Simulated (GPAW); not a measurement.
# Si2W (I4/mmm) in GPAW: single point with PBE

Aim: the single point of Si2W with PBE.

All numbers are computed with GPAW 26.7.0; they aren't measurements. Logs are shortened: lines on timing, memory, paths and dates and some standing lists are left out, and cuts for length are marked. The log counts tension as positive stress, the text compression.

**1. The crystal as given**

The structure is tetragonal, space group I4/mmm (No. 139). Conventional cell: a = 3.214 Å, b = 3.214 Å, c = 7.830 Å, α = 90.00°, β = 90.00°, γ = 90.00°. Around W (site symmetry 4/mmm) lie 10 Si at 2.62 Å. Si (site symmetry 4mm) has 5 Si at 2.59 to 2.63 Å and 5 W at 2.62 Å as nearest neighbours.

**2. Single point, PBE**

run.py

```python
from ase.dft.bandgap import bandgap
from ase.io import read, write
from ase.units import GPa
from gpaw import GPAW, PW

atoms = read('Si2W.xyz')

calc = GPAW(mode=PW(400),
            xc='PBE',
            kpts={'size': (9, 9, 9), 'gamma': True},
            occupations={'name': 'fermi-dirac', 'width': 0.05},
            nbands=23,
            maxiter=120,
            txt='gpaw.txt')
atoms.calc = calc
energy = atoms.get_potential_energy()
forces = atoms.get_forces()
stress = atoms.get_stress()
calc.write('gs.gpw')
write('result.traj', atoms)
print(f'Energy: {energy:.6f} eV')
print('Forces (eV/A):')
print(forces.round(4))
print('Stress (GPa):', (stress / GPa).round(3))
print('Fermi level:', round(calc.get_fermi_level(), 4), 'eV')
print(f'Gap: {bandgap(calc)[0]:.4f} eV, direct: {bandgap(calc, direct=True)[0]:.4f} eV')
```

Si2W.xyz

```xyz
3
Lattice="-1.6069000000 1.6069000000 3.9149500000 1.6069000000 -1.6069000000 3.9149500000 1.6069000000 1.6069000000 -3.9149500000" Properties=species:S:1:pos:R:3 pbc="T T T"
W      0.0000000000      0.0000000000      0.0000000000
Si     0.0000000000      0.0000000000      5.2092324700
Si     0.0000000000      0.0000000000      2.6206675300
```

Potentials or basis: GPAW PAW data sets (gpaw-data 1.2.1), pw.

On the command line:

```console
$ OMP_NUM_THREADS=1 python run.py
```

gpaw.txt:

```text
__  _  _
 | _ |_)|_||  |
 |__||  | ||/\| - 26.7.0

Input parameters:
  mode=PW(ecut=400.0),
  kpts=MonkhorstPack(size=(9, 9, 9), gamma=True),
  maxiter=120,
  nbands=23,
  occupations=Occupations(name='fermi-dirac', width=0.05),
  xc=XC(name='PBE')

Diagonalizing LCAO Hamiltonian
Converting LCAO to pw mode

       Si

       Si

       W

Atoms  # Å, Bohr magnetons
|   | symbol |        x |        y |        z |    initial magnetic moments |
|---|--------|----------|----------|----------|-----------------------------|
| 0 |      W | 0.000000 | 0.000000 | 0.000000 | ( 0.0000,  0.0000,  0.0000) |
| 1 |     Si | 0.000000 | 0.000000 | 5.209232 | ( 0.0000,  0.0000,  0.0000) |
| 2 |     Si | 0.000000 | 0.000000 | 2.620668 | ( 0.0000,  0.0000,  0.0000) |

Unit cell  # Å
| periodic |         x |         y |         z |  lengths |     angles |
|----------|-----------|-----------|-----------|----------|------------|
|      yes | -1.606900 |  1.606900 |  3.914950 | 4.526708 | 138.415317 |
|      yes |  1.606900 | -1.606900 |  3.914950 | 4.526708 | 138.415317 |
|      yes |  1.606900 |  1.606900 | -3.914950 | 4.526708 |  60.267513 |

Number of symmetries: 16
Symmetry operations  # r_c * U_cc + t_c -> r_c
|    | kind |            matrix            |
|----|------|------------------------------|
|  0 |  σ   |  1, 1, 1,  0, 0,-1,  0,-1, 0 |
|  1 |  C4  |  1, 1, 1,  0, 0,-1, -1, 0, 0 |
|  2 |  E   |  1, 0, 0,  0, 1, 0,  0, 0, 1 |
|  3 |  σ   |  1, 0, 0,  0, 1, 0, -1,-1,-1 |
|  4 |  σ   |  0, 1, 0,  1, 0, 0,  0, 0, 1 |
|  5 |  C2  |  0, 1, 0,  1, 0, 0, -1,-1,-1 |
|  6 |  C2  |  0, 0, 1, -1,-1,-1,  1, 0, 0 |
|  7 |  S4  |  0, 0, 1, -1,-1,-1,  0, 1, 0 |
|  8 |  C4  |  0, 0,-1,  1, 1, 1,  0,-1, 0 |
|  9 |  σ   |  0, 0,-1,  1, 1, 1, -1, 0, 0 |
| 10 |  σ   |  0,-1, 0, -1, 0, 0,  1, 1, 1 |
| 11 |  C2  |  0,-1, 0, -1, 0, 0,  0, 0,-1 |
| 12 |  C2  | -1, 0, 0,  0,-1, 0,  1, 1, 1 |
| 13 |  i   | -1, 0, 0,  0,-1, 0,  0, 0,-1 |
| 14 |  S4  | -1,-1,-1,  0, 0, 1,  1, 0, 0 |
| 15 |  C2  | -1,-1,-1,  0, 0, 1,  0, 1, 0 |

BZ-sampling:
  Number of BZ points: 729
  Number of IBZ points: 75

  Monkhorst-Pack size: [9, 9, 9]
  Monkhorst-Pack shift: [0, 0, 0]

K-points  # in reciprocal-cell coordinates
|     |                                coordinates |     weight |
|-----|--------------------------------------------|------------|
|   0 | (  0.00000000,   0.00000000,   0.00000000) | 0.00137174 |
|   1 | (  0.11111111,  -0.11111111,   0.00000000) | 0.00548697 |
|   2 | (  0.11111111,  -0.11111111,   0.11111111) | 0.00548697 |
|   3 | (  0.11111111,   0.00000000,   0.00000000) | 0.01097394 |
|   4 | (  0.11111111,   0.11111111,  -0.11111111) | 0.00274348 |
|   5 | (  0.22222222,  -0.22222222,   0.00000000) | 0.00548697 |
|   6 | (  0.22222222,  -0.22222222,   0.11111111) | 0.01097394 |
|   7 | (  0.22222222,  -0.22222222,   0.22222222) | 0.00548697 |
|   8 | (  0.22222222,  -0.11111111,   0.00000000) | 0.02194787 |
|   9 | (  0.22222222,  -0.11111111,   0.11111111) | 0.01097394 |
| ... |                                            |            |
|  74 | (  0.44444444,   0.44444444,   0.44444444) | 0.01097394 |

Plane wave coefficients: 761
Cutoff: 400.0 eV

Spin-components: 1 (collinear spins)
Bands:           23
Projectors:      16
Spin-degeneracy: 2
Datatype:        complex128

Parallelization:
  kpt:    1
  domain: 1
  band:   1

Density:
  Valence electrons: 22.0
  Components: 1
  Grid points: [21 21 21]
  Charge: 0.0  # |e|

Potential:
  Grid points: [21 21 21]

species:
  W:
    name:    Tungsten
    Z:       74.0
    valence: 14
    core:    60
    charge:  0.0  # [|e|]
    compensation charges:
      type: gauss
      rc: 0.40  # [Å]
      lmax: 2
    cutoffs:
      filter: 2.36  # [Å]
      core: 3.02  # [Å]
    projectors
    | kind |    occ | energy [eV] | rcut [Å] |
    |------|--------|-------------|----------|
    |   5s |  2.000 |     -78.830 |    1.344 |
    |   6s |  2.000 |      -5.697 |    1.344 |
    |   5p |  6.000 |     -43.233 |    1.355 |
    |   6p |  0.000 |      -1.367 |    1.355 |
    |   5d |  4.000 |      -4.494 |    1.228 |
    |    d |        |      22.717 |    1.228 |

    Using partial waves for W as LCAO basis

  Si:
    name:    Silicon
    Z:       14.0
    valence: 4
    core:    10
    charge:  0.0  # [|e|]
    compensation charges:
      type: gauss
      rc: 0.33  # [Å]
      lmax: 2
    cutoffs:
      filter: 1.86  # [Å]
      core: 2.06  # [Å]
    projectors
    | kind |    occ | energy [eV] | rcut [Å] |
    |------|--------|-------------|----------|
    |   3s |  2.000 |     -10.812 |    1.058 |
    |   3p |  2.000 |      -4.081 |    1.058 |
    |    s |        |      16.399 |    1.058 |
    |    p |        |      23.130 |    1.058 |
    |    d |        |       0.000 |    1.058 |

    Using partial waves for Si as LCAO basis

Reference energy: -454544.360156  # eV

eigensolver:
  PPCG
  Converge bands: occupied
  niter=2

density mixing:
  MSR1-Mixer
  Pratt-step length: 0.05
  Maximum mixing coefficient: 0.75
  Old densities: 10
  SVD Regularization: 0.005
  Good broyden scale: 1.0
  Trust region scale: 1.0
  Backstep threshold: 4.0
  History deletion threshold: 6.0
  Fourier metric: weight=20.0, sigma=0.015

occupation numbers:
  Fermi-Dirac:
    width: 0.0500  # eV

poisson solver:
  ecut: 3200.0  # eV

xc functional:
  name: PBE with 2 nearest neighbor stencil

convergence criteria:
- Maximum [total energy] change in last 3 cyles: 0.0005 eV / valence electron
- Maximum integral of absolute [dens]ity change: 0.0001 electrons / valence electron
- Maximum integral of absolute [eigenst]ate change: 4e-08 eV^2 / valence electron
maximum number of iterations: 120

SCF iterations
|iter     | |      energy | eigst |  dens |
|---------|-|-------------|-------|-------|
|iter:   1| |  -23.401381 | +0.22 |       |
|iter:   2| |  -23.392331 | -2.66 | -1.19 |
|iter:   3| |  -23.347482 | -2.47 | -1.22 |
|iter:   4| |  -23.353776 | -3.03 | -1.78 |
|iter:   5| |  -23.351379c| -3.88 | -2.27 |
|iter:   6| |  -23.351481c| -4.69 | -2.52 |
|iter:   7| |  -23.351482c| -6.55 | -3.52 |
|iter:   8| |  -23.351482c| -7.91c| -4.17c|

Converged in 8 steps
Energy contributions relative to reference atoms: (reference = -454544.360156)

Energy contributions:
  Kinetic:          21.289114
  Coulomb:         -17.341984
  Zero:             -0.072590
  External:          0.000000
  Xc:              -27.224596
  Entropy:          -0.002854
  Spinorbit:         0.000000
  ----------------------------
  Free energy:     -23.352910
  Extrapolated:    -23.351482

dipole moment: (-12.932417, -12.932417, 2.437894)  # |e|*Ang

Fermi level: 12.627
Eigenvalues  # (at kpt = [0.000, 0.000, 0.000])
| band index |      eig [eV] | occ [0-2] |
|------------|---------------|-----------|
|          0 |       -60.944 |     2.000 |
|        ... |               |           |
|          2 |       -25.452 |     2.000 |
|          3 |       -25.452 |     2.000 |
|          4 |        -1.375 |     2.000 |
|          5 |         5.847 |     2.000 |
|          6 |         8.950 |     2.000 |
|          7 |         9.378 |     2.000 |
|          8 |         9.859 |     2.000 |
|          9 |         9.859 |     2.000 |
|         10 |        13.318 |     0.000 |
|         11 |        15.447 |     0.000 |
|         12 |        15.630 |     0.000 |
|         13 |        15.762 |     0.000 |
|         14 |        15.762 |     0.000 |
|         15 |        17.324 |     0.000 |
|         16 |        18.390 |     0.000 |
|         17 |        18.390 |     0.000 |
|        ... |               |           |
|         22 |        27.376 |     0.000 |

No gap
No difference between direct/indirect transitions

Forces  # eV/Ang
|        x |        y |        z |
|----------|----------|----------|
| -0.00000 |  0.00000 | -0.00000 |  # W    0
|  0.00000 | -0.00000 |  0.05487 |  # Si   1
|  0.00000 |  0.00000 | -0.05487 |  # Si   2

Stress tensor  # eV/Ang^3
|         x |         y |         z |
|-----------|-----------|-----------|
| -0.022442 |  0.000000 |  0.000000 |
|  0.000000 | -0.022442 | -0.000000 |
|  0.000000 | -0.000000 | -0.024874 |

# Writing to gs.gpw (mode='')
```

It took 30 s on 1 thread of Arm Neoverse V2, shared host; peak memory 0.16 GiB.

These settings aren't checked as converged: the numbers below hold their error.

Results:

```yaml
Free_energy: -23.3529 eV
Pressure: 3.7 GPa
Largest_force: 0.055 eV/Å
Band_gap_on_the_k_mesh: none (metal or under the smearing width)
```

Caveat: the cutoff is short for stress and forces, so pressures can be off by a GPa or more.
